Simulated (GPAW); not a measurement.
Here is a GPAW 26.7.0 calculation.

run.py

```python
from ase import Atoms
from ase.filters import FrechetCellFilter
from ase.io import write
from ase.optimize import BFGS
from ase.units import GPa
from gpaw import GPAW, PW, setup_paths

setup_paths.insert(0, '.')

atoms = Atoms(['Ge'],
              cell=[[1.397149, -2.600516, 0.0],
                    [1.397149, 2.600516, 0.0],
                    [0.0, 0.0, 2.698231]],
              scaled_positions=[[0.5, 0.5, 0.0]],
              pbc=True)

calc = GPAW(mode=PW(600),
            xc='PBEsol',
            kpts={'size': (11, 11, 10), 'gamma': True},
            occupations={'name': 'fermi-dirac', 'width': 0.05},
            nbands=8,
            convergence={'density': 1e-05, 'forces': 0.0001},
            maxiter=150,
            txt='gpaw.txt')
atoms.calc = calc
opt = BFGS(FrechetCellFilter(atoms, scalar_pressure=10 * GPa), trajectory='relax.traj', logfile='-')
done = opt.run(fmax=0.02, steps=60)
calc.write('gs.gpw')
write('result.traj', atoms)
print('Converged:', done)
print('Cell:', atoms.cell.cellpar().round(4))
print('Volume:', round(atoms.get_volume(), 4))
print(atoms.get_scaled_positions().round(5))
```

Potentials or basis: PAW data sets generated in the run's folder for this functional, pw.

Command:

```sh
$ gpaw-setup -f PBEsol Ge
$ OMP_NUM_THREADS=1 python run.py
```

Question: Estimate the relaxed volume.

Answer: 16.62 Å³/atom.

Question: Estimate the space group after relaxing (to 0.05 Å).

Answer: Cmmm (No. 65).

Question: What does it give for the band gap on the k mesh?

Answer: None (metal or under the smearing width).

Question: Predict the relaxed cell.

Answer: a = 2.743 Å, b = 2.743 Å, c = 2.581 Å, α = 90.00°, β = 90.00°, γ = 121.14°.

Stress tensor (GPa, compression positive):
```
10.05  0.00  0.00
 0.00  9.96  0.00
 0.00  0.00  9.87
```

Caveat: later steps reuse the first step's grids; the volume moved by over 15 % at a fixed basis, so the end points are rough.
